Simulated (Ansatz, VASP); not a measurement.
# Ni in VASP and in Ansatz

```
Ni
1.0
     0.00000    1.73186    1.73186
     1.73186    0.00000    1.73186
     1.73186    1.73186    0.00000
Ni
1
Direct
  0.00000 0.00000 0.00000
```

Change from the starting cell: volume scaled by 0.94.

Alike in both runs: task single point; functional PBE; k mesh 20 × 20 × 20; occupations fermi-dirac, width 0.05 eV; collinear spin.

```csv
,VASP,Ansatz
version,VASP 6.6.1,Ansatz 0.2.0
potentials or method,"VASP PAW PBE potentials, release 64 (Ni), cutoff 520 eV","all-electron LAPW, scalar-relativistic"
```

Ansatz gave:

```
pressure (GPa)                                                : 10.6
net moment per atom (μB)                                      : 0.63
size of the moment on the site where the two differ most (μB) : 0.65
```

**Question.** Estimate VASP's values.

**Answer.** Pressure (GPa): 10.4; net moment per atom (μB): 0.62; size of the moment on the site where the two differ most (μB): 0.63.

Site moments also hang on the region over which each program counts them. Ansatz ran all-electron here, so the differences hold the error of VASP's frozen core and of both bases.
